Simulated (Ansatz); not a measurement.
Take RuO2 in the rutile structure (space group P4_2/mnm, No. 136) as the base.

```yaml
crystal:
  lattice:
    - [4.47993, 0.00000, 0.00000]
    - [0.00000, 4.47993, 0.00000]
    - [0.00000, 0.00000, 3.10691]
  atoms:
    - { symbol: Ru, position: [0.50000, 0.50000, 0.50000] }
    - { symbol: Ru, position: [0.00000, 0.00000, 0.00000] }
    - { symbol: O, position: [0.80532, 0.80532, 0.50000] }
    - { symbol: O, position: [0.30532, 0.69468, 0.00000] }
    - { symbol: O, position: [0.69468, 0.30532, 0.00000] }
    - { symbol: O, position: [0.19468, 0.19468, 0.50000] }
```

Cartesian axes are those of the cell as printed.

All numbers come from r2SCAN/PAW in Ansatz (an electronic-structure program), scalar-relativistic without spin-orbit coupling.

Base values:

The pressure is 0.0 GPa and the volume per atom comes out as 10.39 Å³. The band gap is zero.

Perturbation: compressive biaxial strain of 0.71 % in the plane normal to [001], as in epitaxy on a mismatched substrate; the out-of-plane cell vector and the atoms relax.

Q: What does the calculation give for the pressure, volume per atom and band gap after the change?

A: The pressure (mean of the normal stresses, compression positive) goes from zero to 2.2 GPa; the volume per atom drops by 0.095 Å³ (10.39 Å³ → 10.30 Å³); the band gap remains zero.

Without a gap, meshes like the base's 11×11×15 leave anisotropic stresses uncertain by several tenths of a GPa, and small strain energies with them. Whether these cells are dynamically stable was not tested. Seeded moments were not kept for the base. No Hubbard U is applied, and correlation can decide whether such a compound is a metal. The final runs are not spin-polarised.
